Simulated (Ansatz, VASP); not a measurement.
CuO (Tenorite): VASP beside Ansatz

```
Cu O
1.0
     2.32891   -1.70190    0.00000
     2.32891    1.70190    0.00000
    -0.85478    0.00000    5.02548
Cu O
2 2
Direct
  0.49680 0.00320 0.50000
  0.00320 0.49680 0.00000
  0.40560 0.57140 0.75370
  0.57140 0.40560 0.25370
```

Alike in both runs: task single point; functional r2SCAN; k mesh 10 × 10 × 5; occupations fermi-dirac, width 0.05 eV; no spin polarisation.

|  | VASP | Ansatz |
| --- | --- | --- |
| version | VASP 6.6.1 | Ansatz 0.2.0 |
| potentials or method | VASP PAW PBE potentials, release 64 (Cu, O) | Ansatz PAW |
| plane-wave cutoff (eV) | 520 | 500 |
| valence electrons in the cell | 34 | 50 |

```csv
,VASP,Ansatz,Ansatz less VASP
gap on the k mesh at the Fermi level (eV),none,none,-
pressure (GPa),3.5,2.5,-1.05
largest component of the traceless stress (GPa),1.85,1.72,-0.137
rms of the force components (eV/Å),0.462,0.449,-0.0130
```

Atom by atom the forces differ by 0.025 eV/Å (rms over components). A gap of «none» marks a metal or a gap that the smearing closes. The functional is the same, so the differences come from potentials, cutoffs and numerics. The two sets of potentials don't hold the same shells in valence.

Caveats: the run has no spin polarisation, though such a crystal can be magnetic; semilocal functionals often make such compounds metallic where correlation or magnetic order opens a gap, which also shifts bond lengths; the PAW data sets were made with another functional, which shifts forces and pressure a little (VASP); the PAW data sets come from PBE, with cores solved anew for the run's functional, which leaves a small shift of forces and pressure (Ansatz).
